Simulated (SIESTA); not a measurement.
The system is CdS (Hawleyite).

```
Cd S
1.0
     5.83300    0.00000    0.00000
     0.00000    5.83300    0.00000
     0.00000    0.00000    5.83300
Cd S
4 4
Direct
  0.00000 0.00000 0.00000
  0.00000 0.50000 0.50000
  0.50000 0.00000 0.50000
  0.50000 0.50000 0.00000
  0.25000 0.25000 0.25000
  0.25000 0.75000 0.75000
  0.75000 0.75000 0.25000
  0.75000 0.25000 0.75000
```

Base run:

```yaml
Program: SIESTA 5.4.2
Functional: BLYP
Potentials_or_basis: PseudoDojo 0.4 standard (PBE files)
Basis: DZP (energy shift 0.003 Ry; two zetas on semicore shells)
Grid_cutoff: 800 Ry
Energy_shift: 0.003 Ry
k_mesh: 5 × 5 × 5
Occupations: fermi-dirac, width 0.05 eV
Spin: no spin polarisation
```

Its results: band gap on the k mesh 1.36 eV; pressure 6.5 GPa.

Task: After a change of settings the same cell gave: band gap on the k mesh 1.48 eV; pressure 4.7 GPa. Which change was it?
A. functional from BLYP to revPBE
B. functional from BLYP to PBEsol; potentials or basis from PseudoDojo 0.4 standard (PBE files) to PseudoDojo 0.4 standard (PBEsol files)
C. functional from BLYP to WC; potentials or basis from PseudoDojo 0.4 standard (PBE files) to PseudoDojo 0.4 standard (PBEsol files)
D. functional from BLYP to LDA; potentials or basis from PseudoDojo 0.4 standard (PBE files) to PseudoDojo 0.4 standard (LDA files)

Result: A.

Caveats: the potentials were made for another functional, which shifts forces and pressure; an odd mesh through Γ misses points on the zone boundary, where band edges often lie; the basis of atomic orbitals isn't converged, which shifts pressures, moduli and gaps.

Runs at the PBE level aren't shown here.
